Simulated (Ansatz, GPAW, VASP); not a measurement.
# PbSe: programs and potentials compared

```xyz
2
Lattice="0.0000 3.0606 3.0606 3.0606 0.0000 3.0606 3.0606 3.0606 0.0000" Properties=species:S:1:pos:R:3 pbc="T T T"
Pb    0.0000    0.0000    0.0000
Se    3.0606    3.0606    3.0606
```

Alike in all runs: task single point; functional PBE; k mesh 8 × 8 × 8; occupations gaussian, width 0.012 eV; no spin polarisation; no spin-orbit coupling. Pressure is positive in compression and, in plane waves, holds the error of the finite cutoff.

```
                        program and potentials  plane-wave cutoff (eV)  notes  band gap (eV)  pressure (GPa)
Ansatz, all-electron LAPW, scalar-relativistic                       -      -           0.28            2.43
          VASP, PBE PAW files Pb_d, Se, 520 eV                     520      -           0.29            2.41
    GPAW, GPAW PAW data sets (gpaw-data 1.2.1)                     600      -           0.24            2.22
```

The band gap spans 0.24 (GPAW, GPAW PAW data sets (gpaw-data 1.2.1)) to 0.29 eV (VASP, PBE PAW files Pb_d, Se, 520 eV), with all-electron results at 0.28. The pressure spans 2.22 (GPAW, GPAW PAW data sets (gpaw-data 1.2.1)) to 2.43 GPa (Ansatz, all-electron LAPW, scalar-relativistic), with all-electron results at 2.43. Spin-orbit coupling, left out here, moves the band edges of heavy atoms.

The functional is the same throughout but for its coding, so the spread measures potentials, basis and numerics; runs on potential files found faulty are left out.
